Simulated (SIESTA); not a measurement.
## In under changes of volume

One of the cells (26.540 Å³/atom); the others are scaled copies at fixed shape and fractional positions:

```
In
1.0
     3.33548    0.00000    0.00000
    -1.66774    2.88861    0.00000
     0.00000    0.00000    5.50914
In
2
Direct
  0.66667 0.33333 0.75000
  0.33333 0.66667 0.25000
```

This isn't the form of In at room conditions, which is tetragonal.

```yaml
Program: SIESTA 5.4.2
Functional: LDA
Potentials_or_basis: PseudoDojo 0.4 standard (LDA files)
Basis: DZP (energy shift 0.003 Ry; two zetas on semicore shells)
Grid_cutoff: 500 Ry
Energy_shift: 0.003 Ry
k_mesh: 9 × 9 × 5
Occupations: fermi-dirac, width 0.05 eV
Spin: no spin polarisation
```

```csv
volume (Å³/atom),energy over the lowest point (meV/atom),pressure (GPa)
24.948,0.00,0.0
25.478,1.91,-1.0
26.009,6.94,-1.8
26.540,14.52,-2.5
27.071,24.15,-3.1
27.602,?,?
28.133,48.54,-4.1
```

**Question.** What does the run at 27.602 Å³/atom give?

**Answer.** Energy over the lowest point 35.51 meV/atom; pressure -3.6 GPa.

Worked out: A Birch-Murnaghan fit of order 3 (a polynomial in V^(-2/3)) to the other rows has its minimum at 24.91 Å³/atom, just outside them, with B0 = V·E''(V) = 52 GPa and B' = 7.0 at fixed shape and positions, which overstates the stiffness. It gives 35.63 meV/atom at 27.602 Å³/atom, against the run's 35.51, and -dE/dV = -3.7 GPa, against -3.6.

Energies are extrapolated to zero smearing.

Caveats: the basis of atomic orbitals isn't converged, which shifts pressures, moduli and gaps.
